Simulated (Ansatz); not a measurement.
The system is ZrS.

```
CELL_PARAMETERS angstrom
0.00000 2.62500 2.62500
2.62500 0.00000 2.62500
2.62500 2.62500 0.00000
ATOMIC_POSITIONS crystal
Zr 0.00000 0.00000 0.00000
S 0.50000 0.50000 0.50000
```

Base run:

```yaml
Program: Ansatz 0.2.0
Functional: PBEsol
Potentials_or_basis: all-electron LAPW, scalar-relativistic
Cutoff: 212 eV
Density_cutoff: 847 eV
Basis_error_allowed: 0.001 eV/atom
k_mesh: 9 × 9 × 9
Occupations: fermi-dirac, width 0.05 eV
Spin: no spin polarisation
Hubbard_terms: Zr d U = 6 eV
```

Its results: band gap on the k mesh none (metal or under the smearing width); pressure 0.9 GPa.

Q: The run is repeated on the same cell with these changes: hubbard terms from Zr d U = 6 eV to Zr d U = 2 eV. What comes out?

A: Band gap on the k mesh none (metal or under the smearing width); pressure -4.4 GPa.

Caveats: U is the effective U less J, on atomic orbitals that reach past the spheres; U without spin polarisation on a metal has little footing.

Not every run made on this cell is shown here.
